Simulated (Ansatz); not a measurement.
Level of theory: Ansatz, DFT r2SCAN, scalar-relativistic, plane waves, PAW. Settings: cutoff 500 eV, Γ-centred meshes no coarser than 0.19 Å⁻¹ for metals and 0.3 Å⁻¹ for insulators (2π included), Gaussian smearing.

All energies are static (0 K, no zero-point motion). The comparison covers the computed candidates alone. For metals, differences of a few meV/atom aren't resolved. Spin–orbit coupling is left out. No run is spin-polarised.

Question: Which is lower for SbPt, the caesium chloride or the nickel arsenide (Pt on Ni sites) structure, and by how much?

Answer: The nickel arsenide (Pt on Ni sites) structure, by 443 meV/atom. It takes 20.9 Å³/atom against 19.6.